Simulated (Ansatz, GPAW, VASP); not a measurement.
**Sb: programs and potentials compared**

```
CELL_PARAMETERS angstrom
2.15420 1.24373 3.75800
-2.15420 1.24373 3.75800
0.00000 -2.48746 3.75800
ATOMIC_POSITIONS crystal
Sb 0.76651 0.76651 0.76651
Sb 0.23349 0.23349 0.23349
```

Alike in all runs: task single point; functional PBEsol; k mesh 8 × 8 × 8; occupations gaussian, width 0.1 eV; no spin polarisation; no spin-orbit coupling. Pressure is positive in compression and, in plane waves, holds the error of the finite cutoff.

```tsv
program and potentials	plane-wave cutoff (eV)	notes	pressure (GPa)	largest force (eV/Å)
GPAW, PAW data sets generated for this functional	600	15 valence electrons an atom on average	-0.29	0.082
VASP, PBE PAW files Sb, 520 eV	520	potentials made for PBE; 5 valence electrons an atom on average	0.20	0.153
Ansatz, all-electron LAPW, scalar-relativistic	-	-	?	?
```

Question: Estimate from the other rows what the run with Ansatz, all-electron LAPW, scalar-relativistic gave.

Answer: Pressure 0.03 GPa; largest force 0.100 eV/Å. The other rows, which needn't bracket it: pressure -0.29 to 0.20; largest force 0.082 to 0.153.
